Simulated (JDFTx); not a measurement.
# TiC: equation of state with LDA

TiC:

```
Ti C
1.0
     0.00000    2.16572    2.16572
     2.16572    0.00000    2.16572
     2.16572    2.16572    0.00000
Ti C
1 1
Direct
  0.00000 0.00000 0.00000
  0.50000 0.50000 0.50000
```

The cell is a database's computed one.

```
Program                                 : JDFTx 1.7.0 (patched build)
Task                                    : equation of state
Functional                              : LDA
Potentials or basis                     : PseudoDojo-SR-LDA-0.4.1-standard with smoothed tails
Cutoff                                  : 1143 eV
Density cutoff                          : 9143 eV
k mesh                                  : 11 × 11 × 11
Occupations                             : fermi-dirac, width 0.05 eV
Spin                                    : no spin polarisation
Local potential set to -Z/r beyond      : 6 bohr
Density cutoff over wavefunction cutoff : 8
Max SCF steps                           : 100
SCF threshold on the energy             : 1e-09 Ha
Solver of the electrons                 : scf
```

The equilibrium volume is 9.69 Å³/atom and the bulk modulus is 283 GPa. The pressure derivative of the bulk modulus is 4.0.

Energy against volume, from the lowest point:
| volume (Å³/atom) | energy (meV/atom) |
| --- | --- |
| 9.548 | 1.34 |
| 9.752 | 0.00 |
| 9.955 | 5.93 |
| 10.158 | 18.40 |
| 10.361 | 36.76 |
| 10.564 | 60.43 |
| 10.767 | 88.88 |
